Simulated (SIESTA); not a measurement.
The system is TiPt3.

```
CELL_PARAMETERS angstrom
3.89700 0.00000 0.00000
0.00000 3.89700 0.00000
0.00000 0.00000 3.89700
ATOMIC_POSITIONS crystal
Pt 0.50000 0.50000 0.00000
Pt 0.50000 0.00000 0.50000
Pt 0.00000 0.50000 0.50000
Ti 0.00000 0.00000 0.00000
```

Base run:

- Program: SIESTA 5.4.2
- Functional: PBEsol
- Potentials or basis: PseudoDojo 0.4 standard (PBEsol files)
- Basis: SZP (energy shift 0.003 Ry)
- Grid cutoff: 800 Ry
- Energy shift: 0.003 Ry
- k mesh: 7 × 7 × 7
- Occupations: fermi-dirac, width 0.05 eV
- Spin: no spin polarisation

Its results: band gap on the k mesh none (metal or under the smearing width); pressure 6.5 GPa.

Question: After a change of settings the same cell gave: band gap on the k mesh none (metal or under the smearing width); pressure 3.1 GPa. Which change was it?
A. basis from SZP (energy shift 0.003 Ry) to TZDP (energy shift 0.003 Ry; two zetas on semicore shells)
B. basis from SZP (energy shift 0.003 Ry) to DZ (energy shift 0.003 Ry; two zetas on semicore shells)
C. basis from SZP (energy shift 0.003 Ry) to SZ (energy shift 0.003 Ry)

Answer: A.

Caveats: short orbitals over semicore shells can move pressures by several GPa; spin-orbit coupling is left out, which moves the levels of the heavy elements; the basis of atomic orbitals isn't converged, which shifts pressures, moduli and gaps.
